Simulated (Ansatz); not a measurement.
Crystal: CsSnI3.

```
Cs I Sn
1.0
     6.20570    0.00000    0.00000
     0.00000    6.20570    0.00000
     0.00000    0.00000    6.20570
Cs I Sn
1 3 1
Direct
  0.00000 0.00000 0.00000
  0.50000 0.50000 0.00000
  0.50000 0.00000 0.50000
  0.00000 0.50000 0.50000
  0.50000 0.50000 0.50000
```

Base run:

```yaml
Program: Ansatz 0.2.0
Functional: PBE0
Potentials_or_basis: Ansatz PAW
Cutoff: "420 eV (not typed: the program's choice for these potentials)"
k_mesh: 4 × 4 × 4
Occupations: fermi-dirac, width 0.05 eV
Spin: no spin polarisation
```

Its results: band gap on the k mesh 1.21 eV, direct; pressure 0.5 GPa.

The run is repeated on the same cell with these changes: functional from PBE0 to HSE06. What comes out?

Band gap on the k mesh 0.64 eV, direct; pressure 0.5 GPa.

Caveats: spin-orbit coupling is left out, which moves the levels of the heavy elements; the cell was measured hot, at 500 K; the PAW data sets come from PBE, with cores solved anew for the run's functional, which leaves a small shift of forces and pressure; the thresholds are loose for stress.
